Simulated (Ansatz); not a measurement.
This Ag structure is the end of a relaxation. The cell was found from a structure generator's guess, not taken from experiment.

These are results of Ansatz, DFT PBE, scalar-relativistic, plane waves, PAW, not measurements. Cutoff 420 eV, Γ-centred mesh, Gaussian smearing, no spin polarisation.

```yaml
crystal:
  lattice:
    - [2.94660, 0.00000, 0.00000]
    - [-1.47330, 2.55183, 0.00000]
    - [0.00000, 0.00000, 11.87288]
  atoms:
    - { symbol: Ag, position: [0.66667, 0.33333, 0.80040] }
    - { symbol: Ag, position: [0.00000, 0.00000, 0.00000] }
    - { symbol: Ag, position: [0.33333, 0.66667, 0.19960] }
    - { symbol: Ag, position: [0.66667, 0.33333, 0.39974] }
    - { symbol: Ag, position: [0.33333, 0.66667, 0.60026] }
```

Energies count from the standard state of Ag at the same level.

Task: What space group does it have?

Result: P-3m1 (No. 164). Conventional cell: a = 2.947 Å, c = 11.873 Å. Around Ag on a site of symmetry 3m lie 12 Ag at 2.92–2.95 Å; Ag on a site of symmetry -3m is surrounded by 12 Ag at 2.92–2.95 Å; Ag on a second site of symmetry 3m has 12 Ag at 2.92–2.95 Å.

Task: How far does it lie from the standard state of Ag?

Result: 0.00 eV/atom. It is level with the standard state within the noise.

Task: Is it a metal?

Result: Yes, bands cross the Fermi level on the 12×12×4 mesh.

Task: From what recipe could a structure generator have reached it?

Result: One such recipe: close-packed layers stacked ABCAC, next cell at A (P-3m1, No. 164). Other recipes can lead to the same cell.

The last run used a 12×12×4 mesh (in the run's order of axes) for its 5-atom cell and Gaussian smearing of 0.10 eV. The k mesh leaves some 4 meV/atom of noise in the energy of each metallic cell. A later test with randomly moved atoms came back to the same energy, though modes that don't fit the test's cell weren't probed.
